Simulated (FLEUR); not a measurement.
# Ge (Imma) in FLEUR: settings compared, part 2 of 2

FLEUR MaX-R8.1 (later development tree).

**3. Band structure, PBEsol**

inp.xml reads:

```xml
<?xml version="1.0" encoding="UTF-8" standalone="no"?>
<fleurInput fleurInputVersion="0.39">
   <comment>
      Ge                                                                                                  
   </comment>
   <calculationSetup>
      <cutoffs Kmax="4.22" Gmax="13.1" GmaxXC="13.1" numbands="0"/>
      <scfLoop itmax="60" minDistance="0.00001" maxIterBroyd="15" imix="Anderson" alpha="0.05" precondParam="0.0" spinf="2.0" sdNocoIR="T"/>
      <coreElectrons ctail="T" frcor="F" kcrel="0" coretail_lmax="0"/>
      <xcFunctional name="PBEs" relativisticCorrections="F"/>
      <magnetism jspins="1"/>
      <soc l_soc="F" theta="0.0" phi="0.0" spav="F"/>
      <expertModes spex="0" secvar="F"/>
      <geometryOptimization l_f="F" forcealpha="1.0" forcemix="BFGS" epsdisp="0.00001" epsforce="0.00001"/>
      <ldaU l_linMix="F" mixParam="0.05" spinf="1.0"/>
   </calculationSetup>
   <cell>
      <bzIntegration valenceElectrons="44.0" mode="hist" fermiSmearingEnergy="0.00183747">
         <kPointListSelection listName="default-1"/>
         <!-- k-points included here -->
         <xi:include xmlns:xi="http://www.w3.org/2001/XInclude" href="kpts.xml"> </xi:include>
      </bzIntegration>
      <!-- symmetry operations included here -->
      <xi:include xmlns:xi="http://www.w3.org/2001/XInclude" href="sym.xml"> </xi:include>
      <bulkLattice scale="1.0">
         <bravaisMatrix>
            <row-1>   -4.7165636549368903     5.0094050638355299     2.7154362855655960</row-1>
            <row-2>    4.7165636549368903    -5.0094050638355299     2.7154362855655960</row-2>
            <row-3>    4.7165636549368903     5.0094050638355299    -2.7154362855655960</row-3>
         </bravaisMatrix>
      </bulkLattice>
   </cell>
   <atomSpecies>
      <species name="Germanium (Ge)" element="Ge" atomicNumber="32">
         <mtSphere radius="2.32" gridPoints="773" logIncrement="0.016"/>
         <atomicCutoffs lmax="9" lnonsphr="9"/>
         <electronConfig flipSpins="F">
            <coreConfig>(1s1/2) (2s1/2) (2p1/2) (2p3/2)</coreConfig>
            <valenceConfig>(3s1/2) (3p1/2) (3p3/2) (4s1/2) (3d3/2) (3d5/2) (4p1/2) (4p3/2)</valenceConfig>
            <stateOccupation state="(4p1/2)" spinUp="0.333333" spinDown="0.333333"/>
            <stateOccupation state="(4p3/2)" spinUp="0.666667" spinDown="0.666667"/>
         </electronConfig>
         <energyParameters s="4" p="4" d="3" f="4"/>
         <lo type="SCLO" l="0" n="3" eDeriv="0"/>
         <lo type="SCLO" l="1" n="3" eDeriv="0"/>
         <lo type="SCLO" l="1" n="3" eDeriv="1"/>
         <lo type="HELO" l="2" n="4" eDeriv="0"/>
         <lo type="HELO" l="2" n="4" eDeriv="1"/>
         <lo type="SCLO" l="3" n="4" eDeriv="2"/>
      </species>
   </atomSpecies>
   <atomGroups>
      <atomGroup species="Germanium (Ge)">
         <relPos label="                   1">.3140570000 .0640570000 1.000/4.000</relPos>
         <relPos label="                   2">-.3140570000 -.0640570000 -1.000/4.000</relPos>
         <force calculate="T" relaxXYZ="TTT"/>
      </atomGroup>
   </atomGroups>
   <output dos="F" band="F" slice="F">
      <checks vchk="F" cdinf="F"/>
      <bandDOS minEnergy="-.5*Htr" maxEnergy="0.5*Htr" sigma="0.015" storeEVData="T"/>
      <vacuumDOS vacdos="F" integ="F" star="F" nstars="0" locx1="0.0" locy1="0.0" locx2="0.0" locy2="0.0" nstm="0" tworkf="0.0"/>
      <unfoldingBand unfoldBand="F" supercellX="1" supercellY="1" supercellZ="1"/>
      <plotting iplot="0" polar="F">
         <plot TwoD="T" vec1="  1.0  0.0  0.0" vec2="  0.0  1.0  0.0" vec3="  0.0  0.0  1.0" zero="  0.0  0.0  0.0" file="plot"/>
      </plotting>
      <chargeDensitySlicing numkpt="0" minEigenval="0.0" maxEigenval="0.0" nnne="0" pallst="F"/>
      <specialOutput eonly="F"/>
      <moessbauerParams electricFieldGradient="T" isomerShift="T" coreHyperfine="T" valenceHyperfine="T"/>
      <magneticCircularDichroism mcd="F" energyLo="-10.0" energyUp="0.0"/>
   </output>
  <!-- We include the file relax.xml here to enable relaxations (see documentation) -->
  <xi:include xmlns:xi="http://www.w3.org/2001/XInclude" href="relax.xml"> <xi:fallback/> </xi:include>
</fleurInput>
```

crystal.txt reads:

```
Ge
&input cartesian=F /
-2.4958980000  2.6508630000  1.4369470000
2.4958980000  -2.6508630000  1.4369470000
2.4958980000  2.6508630000  -1.4369470000
1.8897261246
1.0 1.0 1.0

2
32 0.3140570000  0.0640570000  0.2500000000
32 0.6859430000  0.9359430000  0.7500000000

&kpt div1=11 div2=11 div3=11 gamma=T /
```

inp.xml (bands) reads:

```
<?xml version="1.0" encoding="UTF-8" standalone="no"?>
<fleurInput fleurInputVersion="0.39">
   <comment>
      Ge                                                                                                  
   </comment>
   <calculationSetup>
      <cutoffs Kmax="4.22" Gmax="13.1" GmaxXC="13.1" numbands="0"/>
      <scfLoop itmax="60" minDistance="0.00001" maxIterBroyd="15" imix="Anderson" alpha="0.05" precondParam="0.0" spinf="2.0" sdNocoIR="T"/>
      <coreElectrons ctail="T" frcor="F" kcrel="0" coretail_lmax="0"/>
      <xcFunctional name="PBEs" relativisticCorrections="F"/>
      <magnetism jspins="1"/>
      <soc l_soc="F" theta="0.0" phi="0.0" spav="F"/>
      <expertModes spex="0" secvar="F"/>
      <geometryOptimization l_f="F" forcealpha="1.0" forcemix="BFGS" epsdisp="0.00001" epsforce="0.00001"/>
      <ldaU l_linMix="F" mixParam="0.05" spinf="1.0"/>
   </calculationSetup>
   <cell>
      <bzIntegration valenceElectrons="44.0" mode="hist" fermiSmearingEnergy="0.00183747">
         <kPointListSelection listName="path-1"/>
         <!-- k-points included here -->
         <xi:include xmlns:xi="http://www.w3.org/2001/XInclude" href="kpts.xml"> </xi:include>
      </bzIntegration>
      <!-- symmetry operations included here -->
      <xi:include xmlns:xi="http://www.w3.org/2001/XInclude" href="sym.xml"> </xi:include>
      <bulkLattice scale="1.0">
         <bravaisMatrix>
            <row-1>   -4.7165636549368903     5.0094050638355299     2.7154362855655960</row-1>
            <row-2>    4.7165636549368903    -5.0094050638355299     2.7154362855655960</row-2>
            <row-3>    4.7165636549368903     5.0094050638355299    -2.7154362855655960</row-3>
         </bravaisMatrix>
      </bulkLattice>
   </cell>
   <atomSpecies>
      <species name="Germanium (Ge)" element="Ge" atomicNumber="32">
         <mtSphere radius="2.32" gridPoints="773" logIncrement="0.016"/>
         <atomicCutoffs lmax="9" lnonsphr="9"/>
         <electronConfig flipSpins="F">
            <coreConfig>(1s1/2) (2s1/2) (2p1/2) (2p3/2)</coreConfig>
            <valenceConfig>(3s1/2) (3p1/2) (3p3/2) (4s1/2) (3d3/2) (3d5/2) (4p1/2) (4p3/2)</valenceConfig>
            <stateOccupation state="(4p1/2)" spinUp="0.333333" spinDown="0.333333"/>
            <stateOccupation state="(4p3/2)" spinUp="0.666667" spinDown="0.666667"/>
         </electronConfig>
         <energyParameters s="4" p="4" d="3" f="4"/>
         <lo type="SCLO" l="0" n="3" eDeriv="0"/>
         <lo type="SCLO" l="1" n="3" eDeriv="0"/>
         <lo type="SCLO" l="1" n="3" eDeriv="1"/>
         <lo type="HELO" l="2" n="4" eDeriv="0"/>
         <lo type="HELO" l="2" n="4" eDeriv="1"/>
         <lo type="SCLO" l="3" n="4" eDeriv="2"/>
      </species>
   </atomSpecies>
   <atomGroups>
      <atomGroup species="Germanium (Ge)">
         <relPos label="                   1">.3140570000 .0640570000 1.000/4.000</relPos>
         <relPos label="                   2">-.3140570000 -.0640570000 -1.000/4.000</relPos>
         <force calculate="T" relaxXYZ="TTT"/>
      </atomGroup>
   </atomGroups>
   <output dos="F" band="T" slice="F">
      <checks vchk="F" cdinf="F"/>
      <bandDOS minEnergy="-.5*Htr" maxEnergy="0.5*Htr" sigma="0.015" storeEVData="T"/>
      <vacuumDOS vacdos="F" integ="F" star="F" nstars="0" locx1="0.0" locy1="0.0" locx2="0.0" locy2="0.0" nstm="0" tworkf="0.0"/>
      <unfoldingBand unfoldBand="F" supercellX="1" supercellY="1" supercellZ="1"/>
      <plotting iplot="0" polar="F">
         <plot TwoD="T" vec1="  1.0  0.0  0.0" vec2="  0.0  1.0  0.0" vec3="  0.0  0.0  1.0" zero="  0.0  0.0  0.0" file="plot"/>
      </plotting>
      <chargeDensitySlicing numkpt="0" minEigenval="0.0" maxEigenval="0.0" nnne="0" pallst="F"/>
      <specialOutput eonly="F"/>
      <moessbauerParams electricFieldGradient="T" isomerShift="T" coreHyperfine="T" valenceHyperfine="T"/>
      <magneticCircularDichroism mcd="F" energyLo="-10.0" energyUp="0.0"/>
   </output>
  <!-- We include the file relax.xml here to enable relaxations (see documentation) -->
  <xi:include xmlns:xi="http://www.w3.org/2001/XInclude" href="relax.xml"> <xi:fallback/> </xi:include>
</fleurInput>
```

Potentials or basis: all-electron, FLAPW.

Run with:

```console
$ inpgen -f crystal.txt -profile fastHighL
$ # inp.xml edited to the form shown
$ fleur_MPI
$ fleur_MPI   # second run, on inp.xml (bands)
```

Output:

```text
Welcome to FLEUR        (www.flapw.de)
      MaX-Release 8.1          (www.max-centre.eu)

 ========== k-point set info ==========
 Selected k-point list: default-1
 k-point list type: mesh
 11 x 11 x 11
 Number of k points: 216

 ------------Calculation Setup---------------------------
 Number of MPI-tasks      :            1
 Number of PE/node        :            1
 Number of OMP-threads    :            1
 Most efficient MPI parallelization for:
           1           2           3           4           6           8           9          12          18          24          27          36          54          72         108         216
 Additional eigenvalue parallelization possible
 Number of basis functions:          426
 Approximate size of matrices (H+S) per k-point:         0.003 GB
 --------------------------------------------------------
 Iteration:     1   Distance:       4.76788300 me/bohr^3
 Iteration:     2   Distance:       4.40298608 me/bohr^3
 Iteration:     3   Distance:       1.97379429 me/bohr^3
 Iteration:     4   Distance:       0.19521067 me/bohr^3
 Iteration:     5   Distance:       0.17561564 me/bohr^3
 Iteration:     6   Distance:       0.02678401 me/bohr^3
 Iteration:     7   Distance:       0.01013388 me/bohr^3
 Iteration:     8   Distance:       0.00436045 me/bohr^3
 Iteration:     9   Distance:       0.00073013 me/bohr^3
 Iteration:    10   Distance:       0.00065686 me/bohr^3
 Iteration:    11   Distance:       0.00006460 me/bohr^3
 Iteration:    12   Distance:       0.00000466 me/bohr^3

 ********************************************************************
 Run finished successfully
 Stop message:
   all done
 ********************************************************************
```

output (bands):

```text
Welcome to FLEUR        (www.flapw.de)
      MaX-Release 8.1          (www.max-centre.eu)

 ========== k-point set info ==========
 Selected k-point list: path-1
 k-point list type: path
 Number of k points: 61

 ------------Calculation Setup---------------------------
 Number of MPI-tasks      :            1
 Number of PE/node        :            1
 Number of OMP-threads    :            1
 Most efficient MPI parallelization for:
           1          61
 Additional eigenvalue parallelization possible
 Number of basis functions:          426
 Approximate size of matrices (H+S) per k-point:         0.003 GB
 --------------------------------------------------------
 Fermi energy correction for metals:
 Fermi energy in bands.* files may not be consistent with last density.
 Please correct it manually (e.g. in band.gnu file).

 Note: Band structure data (together with different weights) is also stored in the banddos.hdf file.
       A convenient way of extracting and plotting the data from that file is by making use of the

 ********************************************************************
 Run finished successfully
 Stop message:
   Charge density postprocessing done.
 ********************************************************************
```

out.xml (last iteration):

```text
<iteration numberForCurrentRun="   12" overallNumber="   12">
         <energyParameters units="Htr">
            <atomicEP atomType="1" spin="1" branch="4s" branchLowest="-5.72" branchHighest="0.78" value="-0.0491468594"/>
            <atomicEP atomType="1" spin="1" branch="4p" branchLowest="-3.78" branchHighest="1.42" value="0.1842936028"/>
            <atomicEP atomType="1" spin="1" branch="3d" branchLowest="-9.99" branchHighest="-0.60" value="-0.6121858902"/>
            <atomicEP atomType="1" spin="1" branch="4f" branchLowest="-9.99" branchHighest="3.29" value="0.5571042650"/>
            <loAtomicEP atomType="1" spin="1" branch="3s" branchLowest="-49.90" branchHighest="-5.72" value="-5.7191665087"/>
            <loAtomicEP atomType="1" spin="1" branch="3p" branchLowest="-43.55" branchHighest="-3.78" value="-3.7848058954"/>
            <loAtomicEP atomType="1" spin="1" branch="3p" branchLowest="-43.55" branchHighest="-3.78" value="-3.7848058954"/>
            <heloAtomicEP atomType="1" spin="1" branch="4d" branchLowest="1.92" branchHighest="1.92" value="1.9247405272"/>
            <heloAtomicEP atomType="1" spin="1" branch="4d" branchLowest="1.92" branchHighest="1.92" value="1.9247405272"/>
            <loAtomicEP atomType="1" spin="1" branch="4f" branchLowest="-9.99" branchHighest="3.29" value="0.5571064493"/>
         </energyParameters>
         <eigenvalues>
            <eigenvaluesAt spin="1" ikpt="1" k_x="0.00000000" k_y="0.00000000" k_z="0.00000000">
                      -5.7191762938       -5.7191591373       -3.7833143891       -3.7833039409       -3.7828537915
                      -3.7827492520       -3.7820839008       -3.7819402112       -0.6262091088       -0.6233778107
                      -0.6233035372       -0.6232175739       -0.6219685615       -0.6206431255       -0.6184276140
                      -0.6183299135       -0.6172697013       -0.6147438671       -0.1987469140        0.1424260032
                       0.1966939896        0.2130426247        0.4084277001        0.5380314951        0.5463365391
                       0.5727318518        0.5849737811        0.6746994460        0.7473558612        0.7804522465
                       0.7904443759        0.7929541870        0.7954267909        0.8244599525
            </eigenvaluesAt>
            <eigenvaluesAt spin="1" ikpt="2" k_x="0.00000000" k_y="0.00000000" k_z="0.09090909">
[... 44 lines left out ...]
            <spinDependentCharge spin="1" total="64.0000000" interstitial="3.4864435" mtSpheres="60.5135565"/>
            <totalCharge value="64.0000000002"/>
         </allElectronCharges>
         <moessbauerParams unitsHFF="kG" unitsIS="e/bohr^3" unitsEFG="Htr/bohr^2">
            <coreIsomerShift atomType="1" isTotal="31396.14640">
               <shell n="1" l="0" isomerShift="28504.48461"/>
               <shell n="2" l="0" isomerShift="2866.47753"/>
               <shell n="2" l="1" isomerShift="25.18425"/>
            </coreIsomerShift>
            <isomerShift atomType="1" nucleusRadius="0.0000986" averageDensity="31867.45037"/>
            <electricFieldGradient atomType="1" VXX="0.01034" VYY="0.35024" VZZ="-0.36058" asymParam="0.94264">
            </electricFieldGradient>
         </moessbauerParams>
         <totalEnergy                                    value="    -4195.1078979582" units="Htr">
            <sumOfEigenvalues                            value="    -2410.0109579664">
               <coreElectrons value="-2330.0195443824"/>
               <valenceElectrons value="-79.9914135840"/>
            </sumOfEigenvalues>
            <densityCoulombPotentialIntegral value="-6487.2421536464"/>
            <densityEffectivePotentialIntegral value="-6692.3700298587"/>
            <chargeDenXCDenIntegral value="-156.3825466284"/>
            <FockExchangeEnergyValence value="0.0000000000"/>
            <FockExchangeEnergyCore value="0.0000000000"/>
            <atomTypeDependentContributions atomType="1">
               <electronNucleiInteractionDifferentMTs value="5046.4091983269"/>
               <MadelungTerm value="-31.0541480720"/>
            </atomTypeDependentContributions>
            <tkbTimesEntropy value="0.0002323968"/>
            <freeEnergy value="-4195.1081303550"/>
            <extrapolationTo0K value="-4195.1080141566"/>
         </totalEnergy>
         <densityConvergence units="me/bohr^3">
            <chargeDensity spin="1" distance="0.0000046560"/>
         </densityConvergence>
      </iteration>
```

Wall time 2.4 min (1 thread of Arm Neoverse V1, shared host); peak memory 0.09 GiB.

Results:

```
Free energy                                           : -114154.7077 eV
Band gap along the path                               : none (metal or under the smearing width)
Valence electrons inside the program's atomic spheres : Ge 20.26 (radii Ge 2.32 bohr)
```

Levels at the corners of the path, in eV from the Fermi level:
```
point  band 20  band 21  band 22  band 23  band 24  band 25
    Γ    -3.84    -2.36    -1.91     3.40     6.93     7.16
    X    -6.59    -3.77    -3.69    -3.32     3.70     5.58
    L    -6.63    -3.92    -3.76    -2.97     3.53     5.78
    T    -5.92    -3.47    -2.26    -1.79     3.08     4.00
    W    -7.00    -4.32    -4.32     3.86     3.86     5.14
    R    -6.98    -1.96    -1.57    -0.79     1.47     3.18
   X1    -6.59    -3.77    -3.69    -3.32     3.70     5.58
    Z    -8.23    -5.86    -5.61     4.38     6.83    10.69
    Γ    -3.84    -2.36    -1.91     3.40     6.93     7.16
    Y    -8.38    -5.84    -5.42     4.40     6.84    10.63
    S   -10.37     0.64     0.64     2.26     2.26     6.73
    W    -7.00    -4.32    -4.32     3.86     3.86     5.14
   L1    -6.63    -3.92    -3.76    -2.97     3.53     5.78
    Y    -8.38    -5.84    -5.42     4.40     6.84    10.63
   Y1    -8.38    -5.84    -5.42     4.40     6.84    10.63
    Z    -8.23    -5.86    -5.61     4.38     6.83    10.69
```

Core levels (eV from the Fermi level):
```
atom                                                       levels
1 Ge  1s1/2 -10944.4, 2s1/2 -1365.5, 2p1/2 -1214.4, 2p3/2 -1182.6
2 Ge  1s1/2 -10944.4, 2s1/2 -1365.5, 2p1/2 -1214.4, 2p3/2 -1182.6
```

**4. Band structure, r2SCAN**

Changes to inp.xml since step 3:

```diff
@@ -7,5 +7,8 @@
       <cutoffs Kmax="4.22" Gmax="13.1" GmaxXC="13.1" numbands="0"/>
-      <scfLoop itmax="60" minDistance="0.00001" maxIterBroyd="15" imix="Anderson" alpha="0.05" precondParam="0.0" spinf="2.0" sdNocoIR="T"/>
-      <coreElectrons ctail="T" frcor="F" kcrel="0" coretail_lmax="0"/>
-      <xcFunctional name="PBEs" relativisticCorrections="F"/>
+      <scfLoop itmax="80" minDistance="0.0001" maxIterBroyd="30" imix="Anderson" alpha="0.05" precondParam="0.0" spinf="2.0" sdNocoIR="T"/>
+      <coreElectrons ctail="F" frcor="F" kcrel="0" coretail_lmax="0"/>
+      <xcFunctional name="LibXC" relativisticCorrections="F">
+         <LibXCName exchange="mgga_x_r2scan" correlation="mgga_c_r2scan"/>
+         <AuxGGA exchange="117" correlation="130"/>
+      </xcFunctional>
       <magnetism jspins="1"/>
```

crystal.txt is that of step 3.

Changes to inp.xml (bands) since step 3:

```diff
@@ -7,5 +7,8 @@
       <cutoffs Kmax="4.22" Gmax="13.1" GmaxXC="13.1" numbands="0"/>
-      <scfLoop itmax="60" minDistance="0.00001" maxIterBroyd="15" imix="Anderson" alpha="0.05" precondParam="0.0" spinf="2.0" sdNocoIR="T"/>
-      <coreElectrons ctail="T" frcor="F" kcrel="0" coretail_lmax="0"/>
-      <xcFunctional name="PBEs" relativisticCorrections="F"/>
+      <scfLoop itmax="80" minDistance="0.0001" maxIterBroyd="30" imix="Anderson" alpha="0.05" precondParam="0.0" spinf="2.0" sdNocoIR="T"/>
+      <coreElectrons ctail="F" frcor="F" kcrel="0" coretail_lmax="0"/>
+      <xcFunctional name="LibXC" relativisticCorrections="F">
+         <LibXCName exchange="mgga_x_r2scan" correlation="mgga_c_r2scan"/>
+         <AuxGGA exchange="117" correlation="130"/>
+      </xcFunctional>
       <magnetism jspins="1"/>
```

Run with:

```console
$ inpgen -f crystal.txt -profile fastHighL
$ # inp.xml edited to the form shown
$ fleur_MPI
$ fleur_MPI   # second run, on inp.xml (bands)
```

Run time: 3.3 min. Hardware: 1 thread of Arm Neoverse V1, shared host; peak memory 0.1 GiB.

The run converged. Its results:

* Free energy: -114247.6576 eV
* Band gap along the path: none (metal or under the smearing width)
* Valence electrons inside the program's atomic spheres: Ge 20.26 (radii Ge 2.32 bohr)

Levels at the corners of the path, in eV from the Fermi level:
| point | band 20 | band 21 | band 22 | band 23 | band 24 | band 25 |
| --- | --- | --- | --- | --- | --- | --- |
| Γ | -3.87 | -2.61 | -2.10 | 3.90 | 7.29 | 7.54 |
| X | -6.88 | -3.95 | -3.87 | -3.49 | 3.97 | 5.85 |
| L | -6.92 | -4.12 | -3.93 | -3.11 | 3.77 | 6.07 |
| T | -6.19 | -3.51 | -2.50 | -1.98 | 3.53 | 4.21 |
| W | -7.29 | -4.56 | -4.56 | 4.02 | 4.02 | 5.44 |
| R | -7.30 | -2.01 | -1.71 | -0.88 | 1.62 | 3.39 |
| X1 | -6.88 | -3.95 | -3.87 | -3.49 | 3.97 | 5.85 |
| Z | -8.59 | -6.10 | -5.89 | 4.62 | 7.25 | 11.29 |
| Γ | -3.87 | -2.61 | -2.10 | 3.90 | 7.29 | 7.54 |
| Y | -8.76 | -6.08 | -5.69 | 4.64 | 7.26 | 11.23 |
| S | -10.87 | 0.60 | 0.60 | 2.53 | 2.53 | 7.13 |
| W | -7.29 | -4.56 | -4.56 | 4.02 | 4.02 | 5.44 |
| L1 | -6.92 | -4.12 | -3.93 | -3.11 | 3.77 | 6.07 |
| Y | -8.76 | -6.08 | -5.69 | 4.64 | 7.26 | 11.23 |
| Y1 | -8.76 | -6.08 | -5.69 | 4.64 | 7.26 | 11.23 |
| Z | -8.59 | -6.10 | -5.89 | 4.62 | 7.25 | 11.29 |

Core levels (eV from the Fermi level):
| atom | levels |
| --- | --- |
| 1 Ge | 1s1/2 -10953.9, 2s1/2 -1366.1, 2p1/2 -1214.2, 2p3/2 -1182.4 |
| 2 Ge | 1s1/2 -10953.9, 2s1/2 -1366.1, 2p1/2 -1214.2, 2p3/2 -1182.4 |

Caveat: the meta-GGA is that of a development version, with a GGA for the radial functions and cores and without core tails.
